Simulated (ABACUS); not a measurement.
# Sb (R-3m) in ABACUS: equation of state

Aim: energy against volume of Sb in PBE, for its equilibrium volume and stiffness.

All numbers are computed with ABACUS 3.10.1; they aren't measurements. Logs are shortened: lines on timing, memory, paths and dates and some standing lists are left out, and cuts for length are marked.

### Step 1. Starting point

The structure is trigonal, space group R-3m (No. 166). The conventional cell has a = 4.308 Å, b = 4.308 Å, c = 11.274 Å, α = 90.00°, β = 90.00°, γ = 120.00°. Sb (site symmetry 3m) has 3 Sb at 2.91 Å as nearest neighbours.

### Step 2. Equation of state, PBE, 28.39 Å³/atom (volume scaled by 0.94)

File INPUT:

```
INPUT_PARAMETERS
suffix              Sb
calculation         scf
basis_type          pw
pseudo_dir          ./
symmetry            1
dft_functional      pbe
ecutwfc             81
pseudo_rcut         10
nspin               1
nbands              19
ks_solver           dav
smearing_method     fd
smearing_sigma      0.00367493
scf_thr             1e-08
scf_nmax            100
mixing_type         broyden
mixing_beta         0.7
cal_force           1
cal_stress          1
kpar                4
```

File STRU:

```
ATOMIC_SPECIES
Sb 121.7600 Sb.upf

LATTICE_CONSTANT
1.8897261246

LATTICE_VECTORS
2.1102243954 1.2183386227 3.6812845966
-2.1102243954 1.2183386227 3.6812845966
0.0000000000 -2.4366772455 3.6812845966

ATOMIC_POSITIONS
Direct

Sb
0.0
2
0.7665100000 0.7665100000 0.7665100000 1 1 1
0.2334900000 0.2334900000 0.2334900000 1 1 1
```

File KPT:

```
K_POINTS
0
Gamma
8 8 8 0 0 0
```

Potentials or basis: PseudoDojo NC SR 0.4.1 PBE standard, plane waves.

The run is started by

```console
> OMP_NUM_THREADS=1 mpirun -np 4 abacus > log
```

running log:

```text
ABACUS v3.10.1

               Atomic-orbital Based Ab-initio Computation at UStc

 ------------------------------------------------------------------------------------

 READING GENERAL INFORMATION
                           global_out_dir = OUT.Sb/
                           global_in_card = INPUT
                               pseudo_dir = ./
                              orbital_dir =
                                    DSIZE = 4
                                    GSIZE = 1

 READING UNITCELL INFORMATION
                                    ntype = 1
                  lattice constant (Bohr) = 1.88973
              lattice constant (Angstrom) = 1

 READING ATOM TYPE 1
                               atom label = Sb
                      L=0, number of zeta = 1
                      L=1, number of zeta = 1
                      L=2, number of zeta = 1
             number of atom for this type = 2

                        TOTAL ATOM NUMBER = 2
DIRECT COORDINATES
    atom                   x                   y                   z     mag                  vx                  vy                  vz
taud_Sb1            0.7665100000        0.7665100000        0.7665100000  0.0000        0.0000000000        0.0000000000        0.0000000000
taud_Sb2            0.2334900000        0.2334900000        0.2334900000  0.0000        0.0000000000        0.0000000000        0.0000000000

                          Volume (Bohr^3) = 383.216
                             Volume (A^3) = 56.7867

 Lattice vectors: (Cartesian coordinate: in unit of a_0)
             +2.11022            +1.21834            +3.68128
             -2.11022            +1.21834            +3.68128
                   +0            -2.43668            +3.68128
 Reciprocal vectors: (Cartesian coordinate: in unit of 2 pi/a_0)
            +0.236942           +0.136798          +0.0905481
            -0.236942           +0.136798          +0.0905481
                   +0           -0.273597          +0.0905481
 The esolver type has been set to : ksdft_pw

                PAO radial cut off (Bohr) = 10

 Read in pseudopotential file is Sb.upf
                     pseudopotential type = NC
          exchange-correlation functional = PBE
                 nonlocal core correction = 1
                        valence electrons = 15
                                     lmax = 2
                           number of zeta = 3
                     number of projectors = 6
                           L of projector = 0
                           L of projector = 0
                           L of projector = 1
                           L of projector = 1
                           L of projector = 2
                           L of projector = 2
     initial pseudo atomic orbital number = 18

 SETUP THE ELECTRONS NUMBER
            electron number of element Sb = 15
      total electron number of element Sb = 30
[... 155 lines left out ...]
        1            423           5529
 --------------- sum -------------------
        1            423           5529

 SETUP NONLOCAL PSEUDOPOTENTIALS IN PLANE WAVE BASIS
 Sb non-local projectors:
 projector 1 L=0
 projector 2 L=0
 projector 3 L=1
 projector 4 L=1
 projector 5 L=2
 projector 6 L=2
      TOTAL NUMBER OF NONLOCAL PROJECTORS = 36

 Init Non-Local PseudoPotential table :
 Init Non-Local-Pseudopotential done.

                                     npwx = 4728

 Make real space PAO into reciprocal space.
       max mesh points in Pseudopotential = 1001
     dq(describe PAO in reciprocal space) = 0.01
                                    max q = 1084

 number of pseudo atomic orbitals for Sb is 3
WARNING: norm of atomic wavefunction # 3 of atomic type Sb is 0.999907, renormalized

 -------------------------------------------
 SELF-CONSISTENT
 -------------------------------------------
                                 init_chg = atomic

 PW ALGORITHM --------------- ION=   1  ELEC=   1--------------------------------

 Notice: Threshold on eigenvalues was too large.
 hsover_error=0.3 > DRHO=0.0088003
 Origin diag ethr = 0.01
 New diag ethr = 2.93343e-05

 Density error is 0.0086483785049
                          Error Threshold = 2.93343371401e-05
----------------------------------------------------------
     Energy           Rydberg                 eV
----------------------------------------------------------
 E_KohnSham     -363.8092468823      -4949.8787426876
 E_Harris       -364.0065318099      -4952.5629418326
 E_Fermi        0.8533056935         11.6098195671
----------------------------------------------------------
[... 63 lines left out ...]
 Density error is 2.53587209787e-09
                          Error Threshold = 7.57192092964e-11
----------------------------------------------------------
     Energy           Rydberg                 eV
----------------------------------------------------------
 E_KohnSham     -363.8097348508      -4949.8853818407
 E_KS(sigma->0) -363.8096236564      -4949.8838689620
 E_Harris       -363.8100833122      -4949.8901229011
 E_band         -22.0407514545       -299.8798079827
 E_one_elec     -138.6934096479      -1887.0206462601
 E_Hartree      86.1468904758        1172.0885754533
 E_xc           -91.0587986107       -1238.9185141401
 E_Ewald        -220.2041946790      -2996.0317711363
 E_entropy(-TS) -0.0002223890        -0.0030257575
 E_descf        0.0000000000         0.0000000000
 E_exx          0.0000000000         0.0000000000
 E_Fermi        0.8563933754         11.6518296349
----------------------------------------------------------

 charge density convergence is achieved
 final etot is -4949.8853818 eV
 EFERMI = 11.651829635 eV

 STATE ENERGY(eV) AND OCCUPATIONS    NSPIN == 1
 1/17 kpoint (Cartesian) = 0.0000 0.0000 0.0000 (4705 pws)
       1       -18.0828     0.00390625
       2       -18.0828     0.00390625
       3       -17.9764     0.00390625
       4       -17.9764     0.00390625
       5       -17.9502     0.00390625
       6       -17.8365     0.00390625
[... 104 lines left out ...]
       6       -17.8440      0.0234375
[... 11 lines left out ...]
      18        14.7114    6.24064e-29
      19        15.9777    6.25017e-40

[... levels at 11 further k points ...]

------------------------------------------------------------------------------------------
 TOTAL-FORCE (eV/Angstrom)
------------------------------------------------------------------------------------------
                       Sb1         0.0000000000         0.0000000000        -0.5397538086
                       Sb2         0.0000000000         0.0000000000         0.5397538086
------------------------------------------------------------------------------------------

----------------------------------------------------------------
 TOTAL-STRESS (KBAR)
----------------------------------------------------------------
        75.8525611222         0.0000000000         0.0000000000
         0.0000000000        75.8525611223         0.0000000007
        -0.0000000000         0.0000000007        61.4841815801
----------------------------------------------------------------
 TOTAL-PRESSURE: 71.063101 KBAR

 --------------------------------------------
 !FINAL_ETOT_IS -4949.8853818407269500 eV
 --------------------------------------------
```

stdout:

```text
ABACUS v3.10.1

               Atomic-orbital Based Ab-initio Computation at UStc

%%%%%%%%%%%%%%%%%%%%%%%%%%%%%%%%%%%%%%%%%%%%%%%%%%%%%%%%%%%%%%%%%%%%%%%%%%%%%%%%%%%%%%%%%%%%%%%%%%%%%%%%%
 Warning: the number of valence electrons in pseudopotential > 5 for Sb: [Kr] 4d10 5s2 5p3
[... 32 lines left out ...]
 TOTAL-STRESS (KBAR)
----------------------------------------------------------------
        75.8525611222         0.0000000000         0.0000000000
         0.0000000000        75.8525611223         0.0000000007
        -0.0000000000         0.0000000007        61.4841815801
----------------------------------------------------------------
 TOTAL-PRESSURE: 71.063101 KBAR
```

It took 26 s on 4 MPI ranks of Intel Xeon Platinum 8488C (Sapphire Rapids), shared host; peak memory 0.48 GiB.

What came out:

```
Free energy            : -4949.8854 eV
Pressure               : 7.1 GPa
Largest force          : 0.540 eV/Å
Band gap on the k mesh : none (metal or under the smearing width)
```

### Step 3. Equation of state, PBE, 29.00 Å³/atom (volume scaled by 0.96)

INPUT is that of step 2.

File STRU:

```
ATOMIC_SPECIES
Sb 121.7600 Sb.upf

LATTICE_CONSTANT
1.8897261246

LATTICE_VECTORS
2.1250856202 1.2269187549 3.7072099901
-2.1250856202 1.2269187549 3.7072099901
0.0000000000 -2.4538375098 3.7072099901

ATOMIC_POSITIONS
Direct

Sb
0.0
2
0.7665100000 0.7665100000 0.7665100000 1 1 1
0.2334900000 0.2334900000 0.2334900000 1 1 1
```

KPT is that of step 2.

Potentials or basis: PseudoDojo NC SR 0.4.1 PBE standard, plane waves.

The run is started by

```console
> OMP_NUM_THREADS=1 mpirun -np 4 abacus > log
```

Run time: 30 s. Hardware: 4 MPI ranks of Intel Xeon Platinum 8488C (Sapphire Rapids), shared host; peak memory 0.52 GiB.

The run converged. Its results:

```yaml
Free_energy: -4949.9333 eV
Pressure: 5.5 GPa
Largest_force: 0.412 eV/Å
Band_gap_on_the_k_mesh: none (metal or under the smearing width)
```

### Step 4. Equation of state, PBE, 29.60 Å³/atom (volume scaled by 0.98)

INPUT is that of step 3.

File STRU:

```
ATOMIC_SPECIES
Sb 121.7600 Sb.upf

LATTICE_CONSTANT
1.8897261246

LATTICE_VECTORS
2.1397418462 1.2353805309 3.7327777635
-2.1397418462 1.2353805309 3.7327777635
0.0000000000 -2.4707610619 3.7327777635

ATOMIC_POSITIONS
Direct

Sb
0.0
2
0.7665100000 0.7665100000 0.7665100000 1 1 1
0.2334900000 0.2334900000 0.2334900000 1 1 1
```

KPT is that of step 3.

The run is started by

```console
> OMP_NUM_THREADS=1 mpirun -np 4 abacus > log
```

Run time: 36 s. Hardware: 4 MPI ranks of Intel Xeon Platinum 8488C (Sapphire Rapids), shared host; peak memory 0.48 GiB.

Results (log left out):

```yaml
Free_energy: -4949.9694 eV
Pressure: 4.0 GPa
Largest_force: 0.291 eV/Å
Band_gap_on_the_k_mesh: none (metal or under the smearing width)
```

### Step 5. Equation of state, PBE, 30.21 Å³/atom

INPUT is that of step 4.

File STRU:

```
ATOMIC_SPECIES
Sb 121.7600 Sb.upf

LATTICE_CONSTANT
1.8897261246

LATTICE_VECTORS
2.1542000000 1.2437279499 3.7580000000
-2.1542000000 1.2437279499 3.7580000000
0.0000000000 -2.4874558998 3.7580000000

ATOMIC_POSITIONS
Direct

Sb
0.0
2
0.7665100000 0.7665100000 0.7665100000 1 1 1
0.2334900000 0.2334900000 0.2334900000 1 1 1
```

KPT is that of step 4.

The run is started by

```console
> OMP_NUM_THREADS=1 mpirun -np 4 abacus > log
```

Wall time 32 s (4 MPI ranks of Intel Xeon Platinum 8488C (Sapphire Rapids), shared host); peak memory 0.52 GiB.

Results (log left out):

- Free energy: -4949.9951 eV
- Pressure: 2.7 GPa
- Largest force: 0.179 eV/Å
- Band gap on the k mesh: none (metal or under the smearing width)

### Step 6. Equation of state, PBE, 30.81 Å³/atom (volume scaled by 1.02)

INPUT is that of step 5.

File STRU:

```
ATOMIC_SPECIES
Sb 121.7600 Sb.upf

LATTICE_CONSTANT
1.8897261246

LATTICE_VECTORS
2.1684666409 1.2519647989 3.7828881425
-2.1684666409 1.2519647989 3.7828881425
0.0000000000 -2.5039295978 3.7828881425

ATOMIC_POSITIONS
Direct

Sb
0.0
2
0.7665100000 0.7665100000 0.7665100000 1 1 1
0.2334900000 0.2334900000 0.2334900000 1 1 1
```

KPT is that of step 5.

Potentials or basis: PseudoDojo NC SR 0.4.1 PBE standard, plane waves.

The run is started by

```console
> OMP_NUM_THREADS=1 mpirun -np 4 abacus > log
```

Wall time 36 s (4 MPI ranks of Intel Xeon Platinum 8488C (Sapphire Rapids), shared host); peak memory 0.52 GiB.

It converged, with:

| Item | Value |
| --- | --- |
| Free energy | -4950.0113 eV |
| Pressure | 1.5 GPa |
| Largest force | 0.074 eV/Å |
| Band gap on the k mesh | none (metal or under the smearing width) |

### Step 7. Equation of state, PBE, 31.41 Å³/atom (volume scaled by 1.04)

INPUT is that of step 6.

File STRU:

```
ATOMIC_SPECIES
Sb 121.7600 Sb.upf

LATTICE_CONSTANT
1.8897261246

LATTICE_VECTORS
2.1825479877 1.2600946682 3.8074530396
-2.1825479877 1.2600946682 3.8074530396
0.0000000000 -2.5201893365 3.8074530396

ATOMIC_POSITIONS
Direct

Sb
0.0
2
0.7665100000 0.7665100000 0.7665100000 1 1 1
0.2334900000 0.2334900000 0.2334900000 1 1 1
```

KPT is that of step 6.

The run is started by

```console
> OMP_NUM_THREADS=1 mpirun -np 4 abacus > log
```

It took 27 s on 4 MPI ranks of Intel Xeon Platinum 8488C (Sapphire Rapids), shared host; peak memory 0.52 GiB.

It converged, with:

```yaml
Free_energy: -4950.0191 eV
Pressure: 0.4 GPa
Largest_force: 0.023 eV/Å
Band_gap_on_the_k_mesh: none (metal or under the smearing width)
```

### Step 8. Equation of state, PBE, 32.02 Å³/atom (volume scaled by 1.06)

INPUT is that of step 7.

File STRU:

```
ATOMIC_SPECIES
Sb 121.7600 Sb.upf

LATTICE_CONSTANT
1.8897261246

LATTICE_VECTORS
2.1964499421 1.2681209653 3.8317049867
-2.1964499421 1.2681209653 3.8317049867
0.0000000000 -2.5362419306 3.8317049867

ATOMIC_POSITIONS
Direct

Sb
0.0
2
0.7665100000 0.7665100000 0.7665100000 1 1 1
0.2334900000 0.2334900000 0.2334900000 1 1 1
```

KPT is that of step 7.

The run is started by

```console
> OMP_NUM_THREADS=1 mpirun -np 4 abacus > log
```

Run time: 36 s. Hardware: 4 MPI ranks of Intel Xeon Platinum 8488C (Sapphire Rapids), shared host; peak memory 0.52 GiB.

The run converged. Its results:

| Item | Value |
| --- | --- |
| Free energy | -4950.0193 eV |
| Pressure | -0.5 GPa |
| Largest force | 0.113 eV/Å |
| Band gap on the k mesh | none (metal or under the smearing width) |

### Step 9. Equation of state, PBE

Potentials or basis: PseudoDojo NC SR 0.4.1 PBE standard, plane waves.

This step only gathers the single runs of the series.

What came out:

```
Equilibrium volume                        : 31.73 Å³/atom
Bulk modulus at fixed shape and positions : 50 GPa
Pressure derivative of the bulk modulus   : 4.6
```

Energy against volume, from the lowest point:
```csv
volume (Å³/atom),energy (meV/atom)
28.393,66.94
28.998,43.00
29.602,24.93
30.206,12.10
30.810,3.97
31.414,0.08
32.018,0.00
```

Caveat: the cell was scaled at fixed shape and fractional positions, which overstates the stiffness of a crystal with free parameters, most of all of layers and chains. Spin-orbit coupling is left out, which matters for the levels of Sb.
